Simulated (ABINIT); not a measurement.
Runs of ABINIT 10.8.3 (patched build) on Ga. It takes space group I4/mmm (No. 139, tetragonal). The conventional cell has a = 2.769 Å, b = 2.769 Å, c = 4.622 Å, α = 90.00°, β = 90.00°, γ = 90.00°. Ga (site symmetry 4/mmm) has 12 Ga at 2.77 to 3.03 Å as nearest neighbours. This isn't the form of Ga at room conditions, which is orthorhombic.

```csv
task,level,potentials or basis,cell,k mesh,cutoff (eV),cell freedom (optcell),cutoff smearing ecutsm (Ha),optimiser (ionmov),force stop (Ha/bohr),fine-grid cutoff,gap on the mesh (eV),pressure (GPa),relaxed volume (Å³/atom)
relaxation of cell and atoms,LDA,JTH PAW LDA v2.0,relaxed,13 × 13 × 13,463,2,0.5,2,0.0001,925.187 eV,none,0.0,17.06
single point,PBEsol,PseudoDojo NC SR PBEsol v0.4.1 standard,as given,13 × 13 × 13,1088,-,-,-,-,-,none,-0.3,-
relaxation of cell and atoms,PBEsol,JTH PAW PBE v2.0,relaxed,13 × 13 × 13,463,2,0.5,2,0.0001,925.187 eV,none,0.0,(a)
relaxation of cell and atoms,r2SCAN,JTH PAW PBE v2.0,relaxed,11 × 11 × 11,544,2,0.5,2,0.0001,1088.46 eV,none,0.0,17.87
```

Alike in all rows: no spin polarisation; smearing fermi-dirac 0.05 eV.

**Question.** Fill in the values left out.

**Answer.** (a) 17.64.

Caveats: the PAW data sets were made with another functional, which shifts forces and pressure a little (some runs).

A k mesh can miss the band edges, and the runs leave out spin-orbit coupling on Ga.

A gap of «none» marks a metal or a gap under the smearing width.
